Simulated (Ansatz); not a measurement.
# Cu6O5: the cost of one run

Computed with Ansatz 0.2.0 (DFT PBE, scalar-relativistic, plane waves, PAW, unless a step's input says otherwise).

### 1 The structure to begin with

Symmetry: Cccm, No. 66, orthorhombic system. Conventional cell: a = 4.161 Å, b = 4.179 Å, c = 5.151 Å, α = 90.00°, β = 90.00°, γ = 90.00°. Around Cu (site symmetry 2/m) lie 4 O at 1.96 Å. Around O (site symmetry 222) lie 4 Cu at 1.96 Å.

Coordinates:

```
Cu O
1.0
     2.08300   -2.08045    0.16633
     2.08300    2.08045    0.16633
    -0.41023    0.00000    5.13497
Cu O
2 2
Direct
  0.99425 0.49425 0.00185
  0.49425 0.99425 0.50185
  0.49426 0.49424 0.25185
  0.49424 0.49426 0.75185
```

It is the result of an earlier relaxation at this level (volume 11.20 Å³/atom; gap on the mesh: none (metal)).

The bulk reference comes from a run made before at the same settings: -3595.6415 eV/atom.

### 2 The (111) slab

Planes are indexed in the bulk's conventional cell (Cccm (No. 66)), a = 4.161 Å, b = 4.179 Å, c = 5.151 Å, α = 90.00°, β = 90.00°, γ = 90.00°.

The slab is a (111) slab, 12.8 Å thick as cut, with 15 Å of vacuum; its outer planes are Cu (top) and Cu (bottom).

The slab as cut. Layers, bottom to top:

| plane | atoms per cell | height over the lowest (Å) |
| --- | --- | --- |
| 1 | Cu2 | 0.00 |
| 2 | O | 0.64 |
| 3 | O | 1.92 |
| 4 | Cu2 | 2.56 |
| 5 | O | 3.20 |
| 6 | O | 4.48 |
| 7 | Cu2 | 5.12 |
| 8 | O | 5.76 |
| 9 | O | 7.04 |
| 10 | Cu2 | 7.68 |
| 11 | O | 8.32 |
| 12 | O | 9.60 |
| 13 | Cu2 | 10.24 |
| 14 | O | 10.88 |
| 15 | O | 12.16 |
| 16 | Cu2 | 12.80 |

### 3 The slab as cut, atoms at the bulk's places

A dipole layer in the vacuum cancels the field that periodic copies would set up if the slab's two faces differ.

Contents of input.yaml:

```yaml
crystal:
  lattice:
    - [2.9486966795, 0.0, 0.0]
    - [-2.9355751425, 5.9356294285, 0.0]
    - [0.0, 0.0, 27.7952466654]
  atoms:
    - { symbol: Cu, position: [0.8835252923, 0.8794142591, 0.2698303091] }
    - { symbol: Cu, position: [0.8835252923, 0.3794142591, 0.2698303091] }
    - { symbol: O, position: [0.5709915818, 0.067717986, 0.2928462148] }
    - { symbol: O, position: [0.9459588058, 0.4443140379, 0.3388822798] }
    - { symbol: Cu, position: [0.6334250954, 0.6326177647, 0.3618981855] }
    - { symbol: Cu, position: [0.6334250954, 0.1326177647, 0.3618981855] }
    - { symbol: O, position: [0.3208913849, 0.8209214916, 0.3849140912] }
    - { symbol: O, position: [0.6958586089, 0.1975175435, 0.4309501561] }
    - { symbol: Cu, position: [0.3833248984, 0.3858212703, 0.4539660618] }
    - { symbol: Cu, position: [0.3833248984, 0.8858212703, 0.4539660618] }
    - { symbol: O, position: [0.0707911879, 0.5741249972, 0.4769819675] }
    - { symbol: O, position: [0.4457584119, 0.950721049, 0.5230180325] }
    - { symbol: Cu, position: [0.1332247014, 0.1390247759, 0.5460339382] }
    - { symbol: Cu, position: [0.1332247014, 0.6390247759, 0.5460339382] }
    - { symbol: O, position: [0.820690991, 0.3273285028, 0.5690498439] }
    - { symbol: O, position: [0.195658215, 0.7039245546, 0.6150859088] }
    - { symbol: Cu, position: [0.8831245045, 0.8922282815, 0.6381018145] }
    - { symbol: Cu, position: [0.8831245045, 0.3922282815, 0.6381018145] }
    - { symbol: O, position: [0.570590794, 0.0805320084, 0.6611177202] }
    - { symbol: O, position: [0.945558018, 0.4571280602, 0.7071537852] }
    - { symbol: Cu, position: [0.6330243075, 0.6454317871, 0.7301696909] }
    - { symbol: Cu, position: [0.6330243075, 0.1454317871, 0.7301696909] }
basis:
  ecutwfc: 420
kpoints:
  mp_grid: { grid: [13, 6, 1] }
hamiltonian:
  xc: pbe
scf:
  occupations: { method: gaussian, width: 0.1 }
output:
  forces: true
  stress: true
  eigenvalues: true
  write_density: true
  write_potential: true
  elf: true
  volumetric_format: npy
efield:
  axis: 3
  dipole_correction: true
  ramp_width: 0.04
```

Command:

```bash
> ansatz run input.yaml --threads 4 --pin off --max-ram 10240MiB --backend cpu --events-out ev --progress --plain --runs-dir out
```

**Question.** How long does this run take on 4 threads of INTEL XEON PLATINUM 8581C at 2.30GHz (Emerald Rapids), shared host, and how much memory does it need?

About 84 s, with a peak of 3.4 GiB.
